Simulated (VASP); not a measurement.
ZrB: equation of state with PBE+D3(BJ)

The system is ZrB.

```
Zr B
1.0
     0.00000    2.43095    2.43095
     2.43095    0.00000    2.43095
     2.43095    2.43095    0.00000
Zr B
1 1
Direct
  0.00000 0.00000 0.00000
  0.50000 0.50000 0.50000
```

| Item | Value |
| --- | --- |
| Program | VASP 6.6.1 |
| Task | equation of state |
| Functional | PBE |
| Dispersion | D3(BJ) |
| Potentials or basis | VASP PAW PBE potentials, release 64 (Zr_sv, B) |
| Cutoff | 520 eV |
| k mesh | 8 × 8 × 8 |
| Occupations | fermi-dirac, width 0.05 eV |
| Spin | no spin polarisation |

The equilibrium volume is 14.38 Å³/atom and the bulk modulus is 168 GPa. The pressure derivative of the bulk modulus is 3.9 (rough: it moves with the points fitted).

Energy against volume, from the lowest point:
```tsv
volume (Å³/atom)	energy (meV/atom)
13.791	13.43
14.078	3.37
14.366	0.00
14.653	2.69
14.940	10.86
```

All runs of the series together: 53 s on 1 thread of Intel(R) Xeon(R) Platinum 8259CL CPU @ 2.50GHz (Skylake/Cascade Lake) (shared host).
